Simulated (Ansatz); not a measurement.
# Bi in Ansatz: the effect of functional

Bi:

```
Bi
1.0
     3.19461    0.00000    0.00000
     0.00000    3.17810    0.00000
    -0.07937    0.00000    6.35680
Bi
2
Direct
  0.54425 0.00000 0.74958
  0.45575 0.00000 0.25042
```

This isn't the form of Bi at room conditions, which is rhombohedral.

The cell isn't the ideal one: volume scaled by 0.96.

Alike in all runs:

```yaml
Program: Ansatz 0.2.0
Task: single point
Potentials_or_basis: Ansatz PAW
k_mesh: 8 × 8 × 4
Occupations: fermi-dirac, width 0.05 eV
Spin: no spin polarisation
```

```tsv
functional	cutoff	pressure (GPa)	largest force (eV/Å)
LDA	420 eV (not typed: the program's choice for these potentials)	?	?
PBEsol	420 eV (not typed: the program's choice for these potentials)	1.9	0.02
r2SCAN	500 eV (not typed: the program's choice for these potentials)	3.7	0.02
```

Problem. What does the run with functional LDA give?

Solution. Pressure 0.5 GPa; largest force 0.01 eV/Å.

Caveats: the PAW data sets come from PBE, with cores solved anew for the run's functional, which leaves a small shift of forces and pressure.
